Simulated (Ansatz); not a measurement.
# Ge20Si12C32: the cost of one run

Program: Ansatz 0.2.0, PAW, plane waves. These are calculated values, not measurements.

**1. The system as built**

64 atoms (20 Ge, 12 Si, 32 C); a = 8.972 Å, b = 8.972 Å, c = 8.972 Å, α = 90.00°, β = 90.00°, γ = 90.00°. All atoms were shaken off their sites by about 0.02 Å along each axis.

The runs, in order: (2) PBEsol cell relaxation at the single k point (¼, ¼, ¼), on 1 × NVIDIA H100 80GB HBM3 with 2 threads of AMD EPYC 7R13; (3) HSE06 single point at the single k point (¼, ¼, ¼), on 1 × NVIDIA H100 80GB HBM3 with 2 threads of AMD EPYC 7R13.

**2. Relaxing cell and atoms with PBEsol**

in.yaml reads:

```yaml
crystal:
  lattice:
    - [8.971665, 0.000000, 0.000000]
    - [0.000000, 8.971665, 0.000000]
    - [0.000000, 0.000000, 8.971665]
  atoms:
    - { symbol: Ge, position: [0.002119, 0.000107, 0.002200] }
    - { symbol: Ge, position: [0.996261, 0.998530, 0.500877] }
    - { symbol: Ge, position: [0.002579, 0.501452, 0.000576] }
    - { symbol: Ge, position: [0.999342, 0.503746, 0.501858] }
    - { symbol: Ge, position: [0.498158, 0.500539, 0.503130] }
    - { symbol: Ge, position: [0.250003, 0.249342, 0.003031] }
    - { symbol: Ge, position: [0.252171, 0.755735, 0.504240] }
    - { symbol: Ge, position: [0.750717, 0.251198, 0.000519] }
    - { symbol: Ge, position: [0.748454, 0.252966, 0.501640] }
    - { symbol: Ge, position: [0.753445, 0.753575, 0.998735] }
    - { symbol: Ge, position: [0.247909, 0.998651, 0.250515] }
    - { symbol: Ge, position: [0.249388, 0.001639, 0.749210] }
    - { symbol: Ge, position: [0.251475, 0.505071, 0.248929] }
    - { symbol: Ge, position: [0.751740, 0.998659, 0.249385] }
    - { symbol: Ge, position: [0.753209, 0.497541, 0.249153] }
    - { symbol: Ge, position: [0.751812, 0.498938, 0.747349] }
    - { symbol: Ge, position: [0.997160, 0.250957, 0.748896] }
    - { symbol: Ge, position: [0.000581, 0.744937, 0.249141] }
    - { symbol: Ge, position: [0.995258, 0.751537, 0.749939] }
    - { symbol: Ge, position: [0.498342, 0.749120, 0.249103] }
    - { symbol: Si, position: [0.499304, 0.000669, 0.001254] }
    - { symbol: Si, position: [0.497084, 0.001704, 0.502381] }
    - { symbol: Si, position: [0.493708, 0.501630, 0.999646] }
    - { symbol: Si, position: [0.247585, 0.247571, 0.499227] }
    - { symbol: Si, position: [0.246300, 0.750102, 0.996877] }
    - { symbol: Si, position: [0.746194, 0.748761, 0.503572] }
    - { symbol: Si, position: [0.248090, 0.500513, 0.746523] }
    - { symbol: Si, position: [0.753512, 0.993421, 0.752995] }
    - { symbol: Si, position: [0.999271, 0.249331, 0.254401] }
    - { symbol: Si, position: [0.503380, 0.253037, 0.250239] }
    - { symbol: Si, position: [0.500852, 0.253229, 0.748911] }
    - { symbol: Si, position: [0.504587, 0.751670, 0.749437] }
    - { symbol: C, position: [0.127150, 0.125276, 0.122165] }
    - { symbol: C, position: [0.128780, 0.121723, 0.621644] }
    - { symbol: C, position: [0.124222, 0.626010, 0.121558] }
    - { symbol: C, position: [0.127670, 0.623126, 0.626420] }
    - { symbol: C, position: [0.627684, 0.122662, 0.120139] }
    - { symbol: C, position: [0.627178, 0.123535, 0.624258] }
    - { symbol: C, position: [0.624378, 0.626188, 0.124753] }
    - { symbol: C, position: [0.624804, 0.618445, 0.622801] }
    - { symbol: C, position: [0.376329, 0.373826, 0.122102] }
    - { symbol: C, position: [0.375040, 0.374765, 0.622952] }
    - { symbol: C, position: [0.374252, 0.874259, 0.122813] }
    - { symbol: C, position: [0.377663, 0.871390, 0.628251] }
    - { symbol: C, position: [0.877475, 0.376130, 0.125073] }
    - { symbol: C, position: [0.871118, 0.374348, 0.626304] }
    - { symbol: C, position: [0.873513, 0.877645, 0.125459] }
    - { symbol: C, position: [0.873804, 0.872702, 0.622923] }
    - { symbol: C, position: [0.377150, 0.124072, 0.375034] }
    - { symbol: C, position: [0.375711, 0.125905, 0.872982] }
    - { symbol: C, position: [0.372278, 0.628334, 0.376042] }
    - { symbol: C, position: [0.375797, 0.622477, 0.873867] }
    - { symbol: C, position: [0.876939, 0.126980, 0.376794] }
    - { symbol: C, position: [0.876030, 0.119371, 0.871278] }
    - { symbol: C, position: [0.875915, 0.625059, 0.375593] }
    - { symbol: C, position: [0.873664, 0.626487, 0.874320] }
    - { symbol: C, position: [0.127235, 0.370509, 0.378930] }
    - { symbol: C, position: [0.123435, 0.372125, 0.875576] }
    - { symbol: C, position: [0.122569, 0.869112, 0.371375] }
    - { symbol: C, position: [0.126903, 0.874382, 0.875966] }
    - { symbol: C, position: [0.629390, 0.374514, 0.376529] }
    - { symbol: C, position: [0.623647, 0.379728, 0.876772] }
    - { symbol: C, position: [0.625518, 0.873298, 0.376332] }
    - { symbol: C, position: [0.627293, 0.874264, 0.873500] }
  symmetry: { detect: false }
kpoints:
  mp_grid: { grid: [1, 1, 1], shift: [0.25, 0.25, 0.25] }
hamiltonian:
  xc: pbesol
scf:
  occupations: { method: fermi_dirac, width: 0.01 }
relax:
  f_tol: 0.03
  max_steps: 80
  escape_saddle: false
  adjacent_minimum: "off"
  cell: { fix: [shape] }
output:
  forces: true
  eigenvalues: true
  populations: true
```

Started as:

```sh
$ ansatz run in.yaml --threads 2 --pin off --max-ram 30400MiB --runs-dir r --events-out ev --progress --plain --backend cuda --devices 0, --max-vram 18GiB
```

**Question.** How long does this run take on 1 × NVIDIA H100 80GB HBM3 with 2 threads of AMD EPYC 7R13, shared host, and how much memory does it need?

About 30 s, with a peak of 1.3 GiB on the host.
